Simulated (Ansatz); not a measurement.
# Nb (Im-3m) in Ansatz: further runs

Aim: see how the results for Nb move with the level of theory and the settings. Levels: BLYP, r2SCAN. Tasks: band structure.

Program: Ansatz 0.2.0. These are calculated values, not measurements. Logs are shortened: lines on timing, memory, paths and dates and some standing lists are left out, and cuts for length are marked.

**1. Starting point**

It takes space group Im-3m (No. 229, cubic). Conventional cell: a = 3.328 Å, b = 3.328 Å, c = 3.328 Å, α = 90.00°, β = 90.00°, γ = 90.00°. Around Nb (site symmetry m-3m) lie 8 Nb at 2.88 Å.

**2. Band structure, BLYP**

File input.yaml:

```yaml
crystal:
  lattice:
    - [-1.66395, 1.66395, 1.66395]
    - [1.66395, -1.66395, 1.66395]
    - [1.66395, 1.66395, -1.66395]
  atoms:
    - { symbol: Nb, position: [0.0, 0.0, 0.0] }
hamiltonian:
  xc: blyp
  pseudopotentials: { kind: paw }
kpoints:
  mp_grid: { grid: [11, 11, 11] }
  band_path:
    path:
      - [[0.0, 0.0, 0.0], [0.5, -0.5, 0.5], [0.0, 0.0, 0.5], [0.0, 0.0, 0.0], [0.25, 0.25, 0.25], [0.5, -0.5, 0.5]]
      - [[0.25, 0.25, 0.25], [0.0, 0.0, 0.5]]
    npoints: 14
scf:
  occupations: { method: fermi_dirac, width: 0.05 }
  n_extra_bands: 6
output:
  forces: true
  stress: true
  eigenvalues: true
  fatbands: false
```

Potentials or basis: Ansatz PAW.

The run is started by

```sh
ansatz run input.yaml --threads 2 --pin off --max-ram 5632MiB --backend cpu --events-out ev --progress --plain --runs-dir out
```

Output:

```text
Warning: RAYON_NUM_THREADS=2 ignored (pool sized by the plan → 2); use --threads N
scf.n_extra_bands = 6 over 7 filled bands (N_el = 13.0): the run solves 13 bands
Engine: ansatz 0.2.0, x86_64-unknown-linux-gnu
Pseudopotentials: kind: paw
Pseudopotential: Nb, paw, valence charge 13, recommended cutoff 420 eV (normal), Nb.paw.azcp
Functional definition: BLYP
  parameter beta = 0.0042
  parameter a = 0.04918
  parameter b = 0.132
  parameter c = 0.2533
  parameter d = 0.349
  exchange = b88_x(beta = beta)
  correlation = lyp_c(a = a, b = b, c = c, d = d)
Crystal: 1 atoms, lattice volume = 18.428 Å³
Basis set: ecut = 420 eV, 369 PW (Γ), exchange–correlation on 40×40×40 points (8 copies of the dense FFT grid, shifted against one another)
Bands: 13, of which v1, the nominal top of the filled ones, is band 7 counted from 1 (6 counted from 0)
Symmetry: 48 space group operations
Space group: Im-3m (ITA 229), of the structure as read, at distance tolerance 2.6e-5 Å
k-points: 56 of 1331
Non-local potential: Nb, projectors of the file, l = 0: 3, l = 1: 2, l = 2: 2, l = 3: 1
PAW form: soft (Blöchl's): semilocal exchange-correlation on the pseudo side does not see the compensation charge
PAW frozen core: Nb, regenerated for the run's functional, and the local potential with it (the file was generated under x = pbe(κ = 0.804, μ = 0.2195149727645171), c = pbe(β = 0.06672455060314922))
PAW one-centre angular grid: Nb, 590 points (default); XC on 64 Gauss nodes
Initial density: superposition of atomic densities (neutral atoms: chi_scale 0, normalization atom), corrected by the library's trained network
Initial wavefunctions: pseudopotential atomic-orbital guess
Functional: x = b88, c = lyp
SCF iter   1: F=—  HF=-4565.108757 eV  |F-HF|=—  |Δ(HF+E_count)|=         —  Δρ=7.16e-3  dr2=1.12e-2  ethr=1.77e-3  ⟨swp⟩=5.6  Hψ=4149  notcnv=0  defer=2
preconditioner: auto → none  [metal: Δε(μ)=0.020 eV  Ē_g=10.360 eV  σ=0.050 eV  W_gap=0.10  n_scr=0 (ndim 8)  ℏωp=19.3 eV  f_vac=0.000  D(μ)=2.01/eV (n_scr^D=18)]
SCF iter   2: F=—  HF=-4565.105240 eV  |F-HF|=—  |Δ(HF+E_count)|=   3.52e-3  Δρ=1.68e-3  dr2=2.08e-4  ethr=8.60e-5  ⟨swp⟩=2.9  Hψ=1684  notcnv=0  defer=72
SCF iter   3: F=—  HF=-4565.105396 eV  |F-HF|=—  |Δ(HF+E_count)|=   1.57e-4  Δρ=7.92e-4  dr2=4.07e-5  ethr=1.60e-6  ⟨swp⟩=1.6  Hψ=745  notcnv=0  defer=73
SCF iter   4: F=—  HF=-4565.105450 eV  |F-HF|=—  |Δ(HF+E_count)|=   5.37e-5  Δρ=2.76e-5  dr2=5.49e-8  ethr=3.13e-7  ⟨swp⟩=2.1  Hψ=810  notcnv=0  defer=73
iter 5 did not close the SCF: its close was put off for the readings that it lacked (scf_convergence_deferred on its scf_iter line)
SCF iter   5: F=-4565.105450 eV  HF=-4565.105450 eV  |F-HF|=2.69e-10  |Δ(HF+E_count)|=   1.55e-7  Δρ=2.74e-6  dr2=5.68e-10  ethr=4.22e-10  ⟨swp⟩=2.1  Hψ=973  notcnv=0  defer=73
SCF iter   6: F=-4565.105450 eV  HF=-4565.105450 eV  |F-HF|=0.00e0  |Δ(HF+E_count)|=  5.08e-10  Δρ=2.53e-7  dr2=3.30e-12  ethr=4.37e-12  ⟨swp⟩=4.1  Hψ=2763  notcnv=0
SCF 1 converged in 6 iterations: F = -4565.105450 eV  dr2 = 3.30e-12
NSCF: frozen V_eff on 86 k-points
SCF converged after 6 iterations
Free energy (F): -4565.105450 eV
Harris-Foulkes:  -4565.105450 eV  (|F-HF|=0.00e0)
Internal energy: -4565.089219 eV  (E = F + TS)
E sigma→0 (E₀):  -4565.097335 eV
Entropy (-TS):   -0.016231 eV (-16.231 meV/atom)
Fermi energy:    17.810041 eV
--- Per-component energies (eV) ---
  E_band       = -67.078151
  E_kinetic    = 395.447480
  E_local      = -710.225403  (includes V_loc(G=0)·N_el)
  E_nonlocal   = 120.527501
  E_hartree    = 221.847722
  E_xc         = -172.519768
  E_vxc        = -208.908332  (∫ρ·V_xc dr)
  E_paw        = -3089.651609  (= ΣΔE_a)
  E_vpaw       = -107.614821  (= ΣTr[D̂ρ^β])
  E_aug_tail   = 0.000008  (compensation charges beyond the density's cutoff)
  E_ewald      = -1330.601953
  E_core_change = 0.086803  (= ΣΔE_core)
  E_smearing   = -0.016231  (= −TS)
  E_closure    = 0.000000  (closes the sum)
  Σ components = -4565.105450   (vs F -4565.105450, Δ=0.00e0)
--- Forces (eV/Å), atoms counted from 1 ---
  atom   1  Nb    -0.00000000     0.00000000     0.00000000
  max |Σ_I F_I| component: 1.85e-32 eV/Å
--- Stress (GPa, compression-positive) ---
        4.084243       0.000000       0.000000
        0.000000       4.084243      -0.000000
       -0.000000      -0.000000       4.084243
  P = ⅓ Tr σ = 4.0842 GPa (40.842 kbar)
--- Band table (eV; the first three rows and the last of 56) ---
  k-point 0: bands = ["-36.6011", "-11.9624", "-11.9624", "-11.9624", "12.1136", "18.1300", "18.1300", "18.1300", "20.9772", "20.9772", "32.0700", "32.0700", "32.0700"]
  k-point 1: bands = ["-36.5836", "-12.0693", "-11.9952", "-11.9631", "12.4413", "17.9372", "18.0818", "18.4449", "20.7060", "20.9808", "32.3180", "32.6304", "32.7507"]
  k-point 2: bands = ["-36.5365", "-12.3494", "-12.0824", "-11.9652", "13.2959", "17.4646", "17.8623", "19.3567", "20.3993", "21.0257", "32.6107", "33.8551", "34.1900"]
  k-point 55: bands = ["-36.2250", "-12.8297", "-12.8103", "-12.8103", "14.3788", "14.4310", "22.6173", "22.6173", "23.0212", "26.3987", "27.5862", "27.5862", "36.3011"]
```

Wall time 1.1 s (2 threads of Intel Xeon at 2.70GHz, shared host); peak memory 0.29 GiB.

Results:

| Item | Value |
| --- | --- |
| Free energy | -4565.1054 eV |
| Pressure | 4.1 GPa |
| Band gap on the k mesh | none (metal or under the smearing width) |

Levels at the corners of the path, in eV from the Fermi level:
| point | band 3 | band 4 | band 5 | band 6 | band 7 | band 8 | band 9 | band 10 |
| --- | --- | --- | --- | --- | --- | --- | --- | --- |
| Γ | -29.77 | -29.77 | -5.70 | 0.32 | 0.32 | 0.32 | 3.17 | 3.17 |
| H | -30.64 | -30.64 | -3.52 | -3.52 | 5.36 | 5.36 | 5.36 | 9.04 |
| N | -30.17 | -29.78 | -3.55 | -1.61 | 2.41 | 3.16 | 3.81 | 6.10 |
| Γ | -29.77 | -29.77 | -5.70 | 0.32 | 0.32 | 0.32 | 3.17 | 3.17 |
| P | -30.41 | -30.41 | -1.02 | -1.02 | -1.02 | 3.94 | 3.94 | 9.20 |
| H | -30.64 | -30.64 | -3.52 | -3.52 | 5.36 | 5.36 | 5.36 | 9.04 |
| P | -30.41 | -30.41 | -1.02 | -1.02 | -1.02 | 3.94 | 3.94 | 9.20 |
| N | -30.17 | -29.78 | -3.55 | -1.61 | 2.41 | 3.16 | 3.81 | 6.10 |

Caveat: the PAW data sets come from PBE, with cores solved anew for the run's functional, which leaves a small shift of forces and pressure.

**3. Band structure, r2SCAN**

input.yaml, as its differences from that of step 2:

```diff
@@ -8,3 +8,3 @@
 hamiltonian:
-  xc: blyp
+  xc: r2scan
   pseudopotentials: { kind: paw }
@@ -24,2 +24,2 @@
   eigenvalues: true
-  fatbands: false
+  fatbands: true
```

Potentials or basis: Ansatz PAW.

The run is started by

```sh
ansatz run input.yaml --threads 2 --pin off --max-ram 5632MiB --backend cpu --events-out ev --progress --plain --runs-dir out
```

It took 2.8 s on 2 threads of Intel Xeon at 2.70GHz, shared host; peak memory 0.36 GiB.

Results (log left out):

| Item | Value |
| --- | --- |
| Free energy | -4563.6261 eV |
| Pressure | -3.2 GPa |
| Band gap on the k mesh | none (metal or under the smearing width) |

Levels at the corners of the path, in eV from the Fermi level:
```tsv
point	band 4	band 5	band 6	band 7	band 8	band 9
Γ	-30.75	-6.20	0.47	0.47	0.47	3.52
H	-31.67	-3.73	-3.73	5.72	5.72	5.72
N	-30.76	-3.78	-1.62	2.17	3.52	4.23
Γ	-30.75	-6.20	0.47	0.47	0.47	3.52
P	-31.43	-1.15	-1.15	-1.15	4.36	4.36
H	-31.67	-3.73	-3.73	5.72	5.72	5.72
P	-31.43	-1.15	-1.15	-1.15	4.36	4.36
N	-30.76	-3.78	-1.62	2.17	3.52	4.23
```

Caveat: the PAW data sets come from PBE, with cores solved anew for the run's functional, which leaves a small shift of forces and pressure.
